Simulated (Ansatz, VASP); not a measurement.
# In3Ga13O24 (Ga1.6In0.4O3, monoclinic beta-Ga2O3 type): VASP beside Ansatz

Wanted: the spread between two codes on one cell, functional and k mesh. The cell is invented: As first built, before any earlier steps moved the atoms (in the runner's words): 1x2x2 conventional cells of the Ga2O3 type (80 atoms: 48 O, 26 Ga, 6 In); Ga/In share their sites, the best of 600 random draws by like-pair counts in two shells; start lattice of Ga2O3; atoms moved at random by 0.02 A. It may not be a known or stable phase. The structure shown is the end of the Ansatz relaxation below.

Calculated with Ansatz 0.2.0; plane waves, with VASP 6.6.1 beside it; single point at PBE with D3(BJ).

### Step 1. Starting point

The cell holds 80 atoms: 48 O, 26 Ga and 6 In. Its edges and angles: a = 12.516 Å, b = 6.265 Å, c = 11.949 Å, α = 90.0°, β = 103.8°, γ = 89.9°. It derives from Ga2O3 (Ga2O3 type, space group 12), repeated 1×2×2. As first built, before any earlier steps moved the atoms (in the runner's words): 1x2x2 conventional cells of the Ga2O3 type (80 atoms: 48 O, 26 Ga, 6 In); Ga/In share their sites, the best of 600 random draws by like-pair counts in two shells; start lattice of Ga2O3; atoms moved at random by 0.02 A.

### Step 2. Ansatz: relaxation, PBE with D3(BJ)

Ansatz runs on its default PAW (the set named soft_2) files.

This run makes the geometry at which the two programs are then compared.

File input.yaml:

```yaml
crystal:
  lattice:
    - [12.63499, 0.00454, 0.00856]
    - [0.00226, 6.29819, 0.00024]
    - [-2.85964, -0.00059, 11.65351]
  atoms:
    - { symbol: O, position: [0.1637, 0.99811, 0.05445] }
    - { symbol: O, position: [0.33221, 0.26462, 0.44766] }
    - { symbol: O, position: [0.16683, 0.00197, 0.26546] }
    - { symbol: O, position: [0.3243, 0.26595, 0.21126] }
    - { symbol: O, position: [0.49428, 0.00023, 0.12589] }
    - { symbol: O, position: [0.99892, 0.27026, 0.36752] }
    - { symbol: O, position: [0.66908, 0.24787, 0.06956] }
    - { symbol: O, position: [0.8478, 0.00058, 0.4454] }
    - { symbol: O, position: [0.67699, 0.25108, 0.28654] }
    - { symbol: O, position: [0.82862, 0.99973, 0.22277] }
    - { symbol: O, position: [0.98972, 0.25074, 0.12172] }
    - { symbol: O, position: [0.51232, 0.00116, 0.36498] }
    - { symbol: O, position: [0.17036, 0.00137, 0.56702] }
    - { symbol: O, position: [0.3356, 0.25196, 0.94637] }
    - { symbol: O, position: [0.17541, 0.99797, 0.78565] }
    - { symbol: O, position: [0.32217, 0.25298, 0.71879] }
    - { symbol: O, position: [0.4887, 0.99944, 0.6205] }
    - { symbol: O, position: [0.01926, 0.24951, 0.87571] }
    - { symbol: O, position: [0.66676, 0.23134, 0.54623] }
    - { symbol: O, position: [0.83529, 0.9816, 0.95046] }
    - { symbol: O, position: [0.67136, 0.2331, 0.77085] }
    - { symbol: O, position: [0.83173, 0.98939, 0.71276] }
    - { symbol: O, position: [0.99859, 0.24902, 0.62838] }
    - { symbol: O, position: [0.48818, 0.99275, 0.86304] }
    - { symbol: O, position: [0.15776, 0.50156, 0.05555] }
    - { symbol: O, position: [0.33162, 0.73624, 0.44727] }
    - { symbol: O, position: [0.1725, 0.49971, 0.28178] }
    - { symbol: O, position: [0.32535, 0.73444, 0.21212] }
    - { symbol: O, position: [0.49784, 0.49953, 0.12737] }
    - { symbol: O, position: [0.99892, 0.72956, 0.37013] }
    - { symbol: O, position: [0.66803, 0.7519, 0.07236] }
    - { symbol: O, position: [0.83609, 0.50014, 0.44898] }
    - { symbol: O, position: [0.67696, 0.74933, 0.28736] }
    - { symbol: O, position: [0.82559, 0.50023, 0.22078] }
    - { symbol: O, position: [0.99415, 0.74912, 0.1299] }
    - { symbol: O, position: [0.50578, 0.49943, 0.37373] }
    - { symbol: O, position: [0.1595, 0.49896, 0.55556] }
    - { symbol: O, position: [0.33233, 0.74734, 0.94718] }
    - { symbol: O, position: [0.17367, 0.50192, 0.78284] }
    - { symbol: O, position: [0.32173, 0.74672, 0.71784] }
    - { symbol: O, position: [0.48529, 0.50022, 0.62742] }
    - { symbol: O, position: [0.00905, 0.7513, 0.87387] }
    - { symbol: O, position: [0.66331, 0.76847, 0.54536] }
    - { symbol: O, position: [0.8317, 0.5185, 0.94884] }
    - { symbol: O, position: [0.68202, 0.76461, 0.77403] }
    - { symbol: O, position: [0.83922, 0.51269, 0.7173] }
    - { symbol: O, position: [0.00076, 0.75247, 0.62655] }
    - { symbol: O, position: [0.49188, 0.50559, 0.86689] }
    - { symbol: Ga, position: [0.41048, 0.25272, 0.10093] }
    - { symbol: Ga, position: [0.15404, 0.25072, 0.15141] }
    - { symbol: Ga, position: [0.59084, 0.2508, 0.39516] }
    - { symbol: Ga, position: [0.90847, 0.99643, 0.10602] }
    - { symbol: Ga, position: [0.6611, 0.00054, 0.16751] }
    - { symbol: Ga, position: [0.84272, 0.25416, 0.3459] }
    - { symbol: Ga, position: [0.09629, 0.99637, 0.89994] }
    - { symbol: Ga, position: [0.40343, 0.25042, 0.60375] }
    - { symbol: Ga, position: [0.15984, 0.2523, 0.65998] }
    - { symbol: Ga, position: [0.33518, 0.99826, 0.84576] }
    - { symbol: Ga, position: [0.91469, 0.99899, 0.60183] }
    - { symbol: Ga, position: [0.65665, 0.99885, 0.65024] }
    - { symbol: Ga, position: [0.09235, 0.49976, 0.39814] }
    - { symbol: Ga, position: [0.41092, 0.74725, 0.10042] }
    - { symbol: Ga, position: [0.15566, 0.74907, 0.15354] }
    - { symbol: Ga, position: [0.33887, 0.50004, 0.34134] }
    - { symbol: Ga, position: [0.58945, 0.74947, 0.39411] }
    - { symbol: Ga, position: [0.90749, 0.50377, 0.10525] }
    - { symbol: Ga, position: [0.66118, 0.49941, 0.16556] }
    - { symbol: Ga, position: [0.84225, 0.74648, 0.346] }
    - { symbol: Ga, position: [0.09456, 0.504, 0.89881] }
    - { symbol: Ga, position: [0.40325, 0.74956, 0.60336] }
    - { symbol: Ga, position: [0.16057, 0.74827, 0.65908] }
    - { symbol: Ga, position: [0.33704, 0.50123, 0.84294] }
    - { symbol: Ga, position: [0.91862, 0.5026, 0.60076] }
    - { symbol: Ga, position: [0.84804, 0.75228, 0.84041] }
    - { symbol: In, position: [0.08835, 0.99978, 0.39902] }
    - { symbol: In, position: [0.34205, 0.00081, 0.33851] }
    - { symbol: In, position: [0.5878, 0.24654, 0.90089] }
    - { symbol: In, position: [0.84802, 0.24823, 0.84318] }
    - { symbol: In, position: [0.59867, 0.75172, 0.90189] }
    - { symbol: In, position: [0.65859, 0.50071, 0.64903] }
kpoints:
  mp_grid: { grid: [2, 4, 2], shift: [0.5, 0.5, 0.5] }
hamiltonian:
  xc: pbe
  dispersion: d3bj
scf:
  occupations: { method: fermi_dirac, width: 0.01 }
output:
  forces: true
  stress: true
relax:
  f_tol: 0.02
  max_steps: 25
  cell: { stress_tol: 0.1 }
```

Launch:

```
$ ansatz run input.yaml --threads 32 --pin off --max-ram 143360MiB --backend cuda --events-out ev --progress --plain --runs-dir out
```

Numbers of over 12 decimals in the logs are rounded to 6 here.

What it wrote:

```text
Engine: ansatz 0.2.0, aarch64-unknown-linux-gnu
Pseudopotentials: kind: paw
Pseudopotential: O, paw, valence charge 6, recommended cutoff 420 eV (normal), O.paw.azcp
Pseudopotential: Ga, paw, valence charge 13, recommended cutoff 420 eV (normal), Ga.paw.azcp
Pseudopotential: In, paw, valence charge 13, recommended cutoff 420 eV (normal), In.paw.azcp
device memory: the entry about to start is reckoned to put 26.1 GiB on a device that reports 182.5 GiB free
GPU FFT provider: cuFFT
GPU libraries: cuBLAS 13.8.1, cuFFT 12.4.0, cuSOLVER 12.3.2
GPU matrix products: emulated (plane waves: as basis.precision tells), large ones in fixed point in workspaces of 1.00 GiB
Crystal: 80 atoms, lattice volume = 927.512 Å³
Basis set: ecut = 420 eV, 18153 PW (Γ), exchange–correlation on 180×90×162 points (8 copies of the dense FFT grid, shifted against one another)
Bands: 432, of which v1, the nominal top of the filled ones, is band 352 counted from 1 (351 counted from 0)
k-points: 8 of 16 (time reversal used)
GPU buffer pool allocated for 328050 grid points (all kernels)
GPU transforms: local potential and band sums: pruned to the plane-wave sphere, on 90×45×81
relax step   1: F+E_penalty+E_count = -159218.11617037 eV  Δ(F+E_penalty+E_count) = +0.000e0 eV  max|allowed force component| = 1.664e-2 eV/Å  Δτ_max = 0.0000 Å  P = -2.695 GPa  Ω = 927.512 Å³  (9 SCF iters, dr2 threshold 1.00e-7 eV, accepted)
[... from here on, the SCF cycles and remarks between the steps are left out ...]
relax step   2: F+E_penalty+E_count = -159218.29665323 eV  Δ(F+E_penalty+E_count) = -1.805e-1 eV  max|allowed force component| = 8.656e-2 eV/Å  Δτ_max = 0.0255 Å  P = -0.752 GPa  Ω = 915.431 Å³  energy of the carried Pulay correction = +5.378e-2 eV  (6 SCF iters, dr2 threshold 8.00e-6 eV, accepted)
relax step   3: F+E_penalty+E_count = -159218.33220637 eV  Δ(F+E_penalty+E_count) = -3.555e-2 eV  max|allowed force component| = 3.876e-2 eV/Å  Δτ_max = 0.0105 Å  P = +0.036 GPa  Ω = 910.848 Å³  energy of the carried Pulay correction = +7.423e-2 eV  (6 SCF iters, dr2 threshold 1.69e-6 eV, accepted)
relax step   4: F+E_penalty+E_count = -159218.33462803 eV  Δ(F+E_penalty+E_count) = -2.422e-3 eV  max|allowed force component| = 2.897e-2 eV/Å  Δτ_max = 0.0042 Å  P = +0.060 GPa  Ω = 910.621 Å³  energy of the carried Pulay correction = +7.527e-2 eV  (7 SCF iters, dr2 threshold 9.39e-8 eV, accepted)
relax step   5: F+E_penalty+E_count = -159218.33629891 eV  Δ(F+E_penalty+E_count) = -1.671e-3 eV  max|allowed force component| = 1.538e-2 eV/Å  Δτ_max = 0.0184 Å  P = -0.011 GPa  Ω = 910.547 Å³  energy of the carried Pulay correction = +7.557e-2 eV  (8 SCF iters, dr2 threshold 5.24e-8 eV, accepted)
relax step   6: F+E_penalty+E_count = -159218.26578511 eV  Δ(F+E_penalty+E_count) = +7.051e-2 eV  max|allowed force component| = 1.529e-2 eV/Å  Δτ_max = 0.0000 Å  P = -0.134 GPa  Ω = 910.547 Å³  stress off target by 1.68e-1 GPa  SCF on the basis re-selected at this cell (its energy is not comparable with the rows above)  (6 SCF iters)
relax step   7: F+E_penalty+E_count = -159218.26978079 eV  Δ(F+E_penalty+E_count) = -3.996e-3 eV  max|allowed force component| = 4.359e-3 eV/Å  Δτ_max = 0.0037 Å  P = +0.003 GPa  Ω = 909.784 Å³  energy of the carried Pulay correction = +3.436e-3 eV  (6 SCF iters, dr2 threshold 7.04e-8 eV, accepted)
relax step   8: F+E_penalty+E_count = -159218.26604877 eV  Δ(F+E_penalty+E_count) = +3.732e-3 eV  max|allowed force component| = 4.368e-3 eV/Å  Δτ_max = 0.0000 Å  P = -0.000 GPa  Ω = 909.784 Å³  stress off target by 8.36e-3 GPa  SCF on the basis re-selected at this cell (its energy is not comparable with the rows above)  (4 SCF iters)
basis re-selected at this cell: Δ(F+E_penalty+E_count) = +3.732e-3 eV, ΔP = -0.003 GPa vs the last step (what re-selecting the basis moved, of the pressure what is left beyond the Pulay correction that the steps carried, after the strain that the cell walked since its last selection, with what the two solves' SCF thresholds leave and, on support functions, any second-order correction that the steps lacked; it is no m [...]
SCF converged after 4 iterations
Free energy (F): -159218.266049 eV
Internal energy: -159218.266049 eV  (E = F + TS)
E sigma→0 (E₀):  -159218.266049 eV
Fermi energy:    8.947437 eV
--- Forces (eV/Å), atoms counted from 1 ---
  max |Σ_I F_I| component: 6.34e-6 eV/Å
--- Stress (GPa, compression-positive) ---
       -0.007051      -0.000640      -0.003825
       -0.000640       0.002598       0.000103
       -0.003825       0.000103       0.003151
  P = ⅓ Tr σ = -0.0004 GPa (-0.004 kbar)
--- Band table (eV; the first three rows and the last of 8) ---
--- Relaxed structure (6 steps of the walk, 6 accepted, 2 SCFs on fresh bases) ---
  F+E_penalty+E_count = -159218.26604877 eV   max|allowed force component| = 4.368e-3 eV/Å   (the final SCF, on the basis selected at the relaxed cell)
  cell:  # Å, volume = 909.7841 Å³
    - [12.515677, 0.0055377, -0.00563064]
    - [0.00274764, 6.264675, 0.000408708]
    - [-2.845692, -0.000499256, 11.604686]
  atoms:
    [... one line an atom ...]
```

### Step 3. VASP: single point, PBE with D3(BJ)

The same cell, functional, mesh and smearing now go to VASP, with its own data sets.

Lines of VASP's logs that name or quote its potential files are left out, and so is its time.

File INCAR:

```
SYSTEM = In3Ga13O24
PREC = Accurate
ENCUT = 520
EDIFF = 1E-06
NELM = 120
ISMEAR = -1
SIGMA = 0.01
LREAL = Auto
ALGO = Normal
GGA = PE
IVDW = 12
NBANDS = 408
LORBIT = 11
LWAVE = .FALSE.
LCHARG = .FALSE.
ISIF = 2
ISYM = 0
LASPH = .TRUE.
GGA_COMPAT = .FALSE.
EFERMI = MIDGAP
KPAR = 8
```

File POSCAR:

```
In3Ga13O24
1.0
   12.5156770000      0.0055380000     -0.0056310000
    0.0027480000      6.2646750000      0.0004090000
   -2.8456920000     -0.0004990000     11.6046860000
O Ga In
48 26 6
Direct
    0.1659200000      0.9984100000      0.0545200000
    0.3290600000      0.2647900000      0.4474700000
    0.1656400000      0.0020200000      0.2644000000
    0.3246500000      0.2661900000      0.2118800000
    0.4946700000      0.0003300000      0.1254500000
    0.9994400000      0.2701900000      0.3681400000
    0.6719100000      0.2479000000      0.0700700000
    0.8460500000      0.0005300000      0.4454300000
    0.6763500000      0.2512500000      0.2859400000
    0.8294300000      0.0000200000      0.2240600000
    0.9890600000      0.2510200000      0.1199900000
    0.5121000000      0.0012000000      0.3651100000
    0.1734500000      0.0013100000      0.5676100000
    0.3340100000      0.2518100000      0.9463300000
    0.1746700000      0.9980600000      0.7847200000
    0.3233500000      0.2526800000      0.7202400000
    0.4886300000      0.9994100000      0.6188600000
    0.0191400000      0.2497700000      0.8760500000
    0.6693300000      0.2308400000      0.5459300000
    0.8317300000      0.9812400000      0.9502400000
    0.6703600000      0.2331700000      0.7696200000
    0.8321000000      0.9894300000      0.7136200000
    0.9987400000      0.2486800000      0.6278400000
    0.4891900000      0.9914600000      0.8637900000
    0.1596600000      0.5017200000      0.0553800000
    0.3284600000      0.7360100000      0.4470800000
    0.1715700000      0.4995900000      0.2802600000
    0.3258200000      0.7343100000      0.2127300000
    0.4980500000      0.4995100000      0.1270900000
    0.9993600000      0.7292900000      0.3708300000
    0.6707200000      0.7520000000      0.0734100000
    0.8342700000      0.4999600000      0.4490200000
    0.6764000000      0.7491100000      0.2868700000
    0.8263800000      0.5001300000      0.2219400000
    0.9936400000      0.7492300000      0.1286200000
    0.5050600000      0.4992900000      0.3745600000
    0.1616600000      0.4987800000      0.5561600000
    0.3303700000      0.7473700000      0.9471900000
    0.1731700000      0.5019400000      0.7821500000
    0.3227700000      0.7468400000      0.7191500000
    0.4847700000      0.5001400000      0.6263100000
    0.0086800000      0.7516700000      0.8746400000
    0.6658100000      0.7687000000      0.5449100000
    0.8280500000      0.5193900000      0.9484600000
    0.6811400000      0.7646500000      0.7723100000
    0.8398600000      0.5127400000      0.7179300000
    0.0008300000      0.7527000000      0.6260100000
    0.4928500000      0.5061600000      0.8679000000
    0.4098200000      0.2526600000      0.1007000000
    0.1538900000      0.2511700000      0.1511400000
    0.5912600000      0.2509200000      0.3954200000
    0.9071000000      0.9965900000      0.1056400000
    0.6612200000      0.0007500000      0.1678400000
    0.8427000000      0.2539600000      0.3461000000
    0.0969400000      0.9965300000      0.9002900000
    0.4023200000      0.2501100000      0.6033000000
    0.1601900000      0.2520500000      0.6604900000
    0.3355100000      0.9980300000      0.8457200000
    0.9137500000      0.9990800000      0.6015700000
    0.6565500000      0.9987800000      0.6498000000
    0.0939100000      0.4995800000      0.3988200000
    0.4103700000      0.7474300000      0.1000900000
    0.1556800000      0.7490600000      0.1532500000
    0.3384800000      0.4999700000      0.3410300000
    0.5897400000      0.7491800000      0.3942700000
    0.9060500000      0.5040800000      0.1047100000
    0.6614000000      0.4993200000      0.1657600000
    0.8421500000      0.7464200000      0.3463000000
    0.0952100000      0.5044500000      0.8989600000
    0.4022000000      0.7498000000      0.6029300000
    0.1609200000      0.7481900000      0.6593600000
    0.3374300000      0.5012800000      0.8432700000
    0.9181500000      0.5024600000      0.6004200000
    0.8474100000      0.7526300000      0.8396700000
    0.0897500000      0.9995600000      0.4000500000
    0.3414400000      0.0008100000      0.3389000000
    0.5892100000      0.2461700000      0.9017200000
    0.8474500000      0.2485600000      0.8438200000
    0.6016000000      0.7512400000      0.9030600000
    0.6585300000      0.5004700000      0.6480300000
```

File KPOINTS:

```
Points of the shifted mesh
16
Reciprocal
 0.2500000000  0.1250000000  0.2500000000 1
 0.2500000000  0.1250000000  0.7500000000 1
 0.2500000000  0.3750000000  0.2500000000 1
 0.2500000000  0.3750000000  0.7500000000 1
 0.2500000000  0.6250000000  0.2500000000 1
 0.2500000000  0.6250000000  0.7500000000 1
 0.2500000000  0.8750000000  0.2500000000 1
 0.2500000000  0.8750000000  0.7500000000 1
 0.7500000000  0.1250000000  0.2500000000 1
 0.7500000000  0.1250000000  0.7500000000 1
 0.7500000000  0.3750000000  0.2500000000 1
 0.7500000000  0.3750000000  0.7500000000 1
 0.7500000000  0.6250000000  0.2500000000 1
 0.7500000000  0.6250000000  0.7500000000 1
 0.7500000000  0.8750000000  0.2500000000 1
 0.7500000000  0.8750000000  0.7500000000 1
```

Potentials, in the order of the species: O, Ga_d and In_d (PBE family, release 64).

Launch:

```
$ mpirun -np 8 vasp_std
```

What it wrote:

```text
[banner, memory and clock lines left out]
running    8 mpi-ranks, on    1 nodes
[...]
|                                                                             |
|           W    W    AA    RRRRR   N    N  II  N    N   GGGG   !!!           |
|           W    W   A  A   R    R  NN   N  II  NN   N  G    G  !!!           |
|           W    W  A    A  R    R  N N  N  II  N N  N  G       !!!           |
|           W WW W  AAAAAA  RRRRR   N  N N  II  N  N N  G  GGG   !            |
|           WW  WW  A    A  R   R   N   NN  II  N   NN  G    G                |
|           W    W  A    A  R    R  N    N  II  N    N   GGGG   !!!           |
|                                                                             |
|     For optimal performance we recommend to set                             |
|       NCORE = 2 up to number-of-cores-per-socket                            |
|     NCORE specifies how many cores store one orbital (NPAR=cpu/NCORE).      |
|     This setting can greatly improve the performance of VASP for DFT.       |
|     The default, NCORE=1 might be grossly inefficient on modern             |
|     multi-core architectures or massively parallel machines. Do your        |
|     Unfortunately you need to use the default for GW and RPA                |
|     calculations (for HF NCORE is supported but not extensively tested      |
|     yet).                                                                   |
|                                                                             |

 LDA part: xc-table for (Slater+PW92), standard interpolation
 POSCAR, INCAR and KPOINTS ok, starting setup
[...]
entering main loop
       N       E                     dE             d eps       ncg     rms          rms(c)
DAV:   1     0.157341831108E+05    0.15734E+05   -0.24700E+05 13080   0.303E+03
DAV:   2     0.377073464852E+04   -0.11963E+05   -0.11330E+05 13056   0.925E+02
DAV:   3     0.677432832978E+02   -0.37030E+04   -0.34889E+04 16016   0.365E+02
DAV:   4    -0.489885006538E+03   -0.55763E+03   -0.54282E+03 15600   0.147E+02
[...]
DAV:  19    -0.468184727010E+03    0.98199E-06   -0.36908E-05 21968   0.380E-02    0.690E-03
DAV:  20    -0.468184727662E+03   -0.65193E-06   -0.15004E-05 15872   0.159E-02    0.591E-03
DAV:  21    -0.468184726853E+03    0.80885E-06   -0.17082E-06  8728   0.231E-02
   1 F= -.48385601E+03 E0= -.48385601E+03  d E =0.000000E+00
```

OUTCAR, selected parts (step 3):

```text
  FREE ENERGIE OF THE ION-ELECTRON SYSTEM (eV)
  ---------------------------------------------------
  free  energy   TOTEN  =      -483.8560062840 eV

  energy  without entropy=     -483.8560062840  energy(sigma->0) =     -483.85600628

[... 1 further part left out ...]
```

The run ends at a pressure of 0.60 GPa, with forces up to 0.034 eV/Å.

### Step 4. Side by side

Known differences besides the potentials themselves: the cutoff is 420 eV in Ansatz and 520 eV in VASP (PREC = Accurate, projectors in real space). Total energies have different zeros and are not compared.

The two programs side by side:

| quantity | Ansatz | VASP | difference |
| --- | --- | --- | --- |
| gap on the k mesh (eV) | 2.323 | 2.306 | +0.017 |

A gap on the mesh is an upper bound, since the band edges may lie between its points.

### Step 5. Summary of results

| Item | Value |
| --- | --- |
| difference in gap on the k mesh (single point, PBE with D3(BJ)) | 0.017 eV |

The difference in gap on the k mesh is 0.017 eV (single point, PBE with D3(BJ)), within the 0.08 eV picked in this series as the mark of a large difference. How closely two codes agree says nothing of how well the functional describes the real material.

[Lines on the potential files, build, host, timing and source positions are cut from VASP's logs without a mark.]

[Logs are printed without paths, hosts, clocks, repeated set-up lines and the standing remarks that a program may print on its own settings, such as how far it seeks lower states.]

[Hosts, paths, dates, database ids (printed as entryN), source tags and the programs' standing remarks are cut or masked in the printed files.]
